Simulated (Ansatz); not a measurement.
The polar optical mode of BN at 40 GPa, worked through

Level of theory: DFT PBE, scalar-relativistic, plane waves, PAW in Ansatz. Cutoff 420 eV, 12×12×12 k-points (Γ-centred), fixed occupations. No spin polarisation. Phonons by linear response, acoustic sum rule imposed.

The cell, relaxed at 40 GPa:
```cif
data_structure
_symmetry_space_group_name_H-M 'F-43m'
_symmetry_Int_Tables_number 216
_cell_length_a 3.5162
_cell_length_b 3.5162
_cell_length_c 3.5162
_cell_angle_alpha 90.000
_cell_angle_beta 90.000
_cell_angle_gamma 90.000
_cell_volume 43.47
loop_
_atom_site_label
_atom_site_type_symbol
_atom_site_symmetry_multiplicity
_atom_site_Wyckoff_symbol
_atom_site_fract_x
_atom_site_fract_y
_atom_site_fract_z
_atom_site_occupancy
B1 B 4 a 0.00000 0.00000 0.00000 1
N1 N 4 c 0.25000 0.25000 0.25000 1
```

Other phases may be more stable at this pressure.

Linear response gives ν_TO = 1147.1 cm⁻¹, Born charges ±1.871 e (positive on B) and ε∞ = 4.531. The primitive cell holds 10.869 Å³, and the masses are 10.810 and 14.007 amu.

Question: Find ν_LO and the static dielectric constant.

Answer: The long-wave field adds a restoring force: ω_LO² − ω_TO² = Z*²e²/(ε_vac ε∞ μV). In these units ν_LO² − ν_TO² = 4.92064×10⁷ Z*²/(μ V ε∞) cm⁻², with μ = m₁m₂/(m₁ + m₂) = 6.101 amu: 573455 cm⁻². So ν_LO = √(1147.1² + 573455) = 1374.5 cm⁻¹, and the run gives 1374.5. Lyddane–Sachs–Teller then gives ε0 = ε∞ (ν_LO/ν_TO)² = 6.51, against 6.51 in the run (it forms both from the same three quantities, so the match checks the arithmetic only). Between ν_TO and ν_LO the dielectric function is negative and an undamped crystal reflects fully: a reststrahlen band from 7.3 to 8.7 μm.

Question: What do the Clausius–Mossotti polarisability and the Szigeti charge come to?

Answer: With the Lorentz local field, α = (3V/4π)(ε∞ − 1)/(ε∞ + 2) = 1.40 Å³ for the pair, and e_S = 3Z*/(ε∞ + 2) = 0.86 e. The Born charge includes the electrons' response to the dipole's own local field, and e_S takes that enhancement out. The Lorentz field assumes point-like polarisable ions, a poor picture once ε∞ is this large, since the electron clouds then overlap or are shared, so both numbers are formal here.

Question: How strongly does a slow electron couple to the LO mode?

Answer: For one isotropic parabolic band, Fröhlich's constant is α_F = (1/ε∞ − 1/ε0) √(m* Ry/ħω_LO), with Ry = 13.606 eV, ħω_LO = 170.4 meV and m* in free-electron masses: α_F = 0.0670 × 8.94 × √m* = 0.60 √m*. The band mass isn't part of this run; for m* = 0.1, 0.3 and 1 it gives 0.19, 0.33, 0.60. In weak coupling the polaron lies α_F ħω_LO below the band edge (56 meV at m* = 0.3) with a mass m*(1 + α_F/6); past α_F of about 5 or 6 that expansion fails. A semilocal functional's ε∞ tends to be too large, which taken alone lowers α_F.

Cost: 1 run of about 0.21 core-minutes, on Arm Neoverse V1 (shared hosts).

The wide gap between the TO and LO modes and the modest lattice share of the static dielectric constant have a common origin in a stiff, polar covalent bond between light atoms. Nitrogen's greater electronegativity makes the bond polar, yet the Born charge of 1.871 e is well below the formal trivalent value, as expected for strongly shared sp³ electrons. The small reduced mass raises both frequencies and widens their separation, but it cancels out of the static lattice response, which depends on the charge, the cell volume and the force constant. Stiff bonds therefore hold ε0 to 6.51 against an electronic part of 4.531, even though the splitting is large.

The same limited ionic screening, together with the high LO energy, keeps the Fröhlich coupling weak to moderate for the masses tried, which suggests large, mobile polarons rather than self-trapped carriers. That inference covers only the long-range polar coupling; short-range deformation-potential and intervalley scattering could still matter for the actual carrier mobility.
